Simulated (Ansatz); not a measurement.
A relaxed cell of P is given with its symmetry left out. The cell was found from a structure generator's guess, not taken from experiment.

Theory: DFT PBE, scalar-relativistic, plane waves, PAW (Ansatz 0.2.0). Cutoff 420 eV, Γ-centred mesh, Gaussian smearing, no spin polarisation.

```yaml
crystal:
  lattice:
    - [1.74063, 1.00495, 3.06985]
    - [-1.74063, 1.00495, 3.06985]
    - [0.00000, -2.00991, 3.06985]
  atoms:
    - { symbol: P, position: [0.77066, 0.77066, 0.77066] }
    - { symbol: P, position: [0.22934, 0.22934, 0.22934] }
```

Energies count from the standard state of P at the same level. The references include black phosphorus.

(1) Find its symmetry and describe it.

(2) How far does it lie from the standard state of P?

(3) Is it a metal?

## Answers

(1) R-3m (No. 166). Conventional cell: a = 3.481 Å, c = 9.210 Å. Around P lie 3 P at 2.32 Å and 3 P at 2.78 Å.

(2) +0.04 eV/atom. It lies above the standard state, so it could only be metastable.

(3) Yes, bands cross the Fermi level on the 18×18×18 mesh.

The last run used an 18×18×18 mesh for its 2-atom cell and Gaussian smearing of 0.10 eV. Weakly bound directions are ill-defined at this level, which has no dispersion term. The reference form of P is held partly by dispersion forces, which this level lacks. This cell was reached by moving the atoms of another relaxed cell at random and relaxing again, last within the group found; it had no such test of its own.
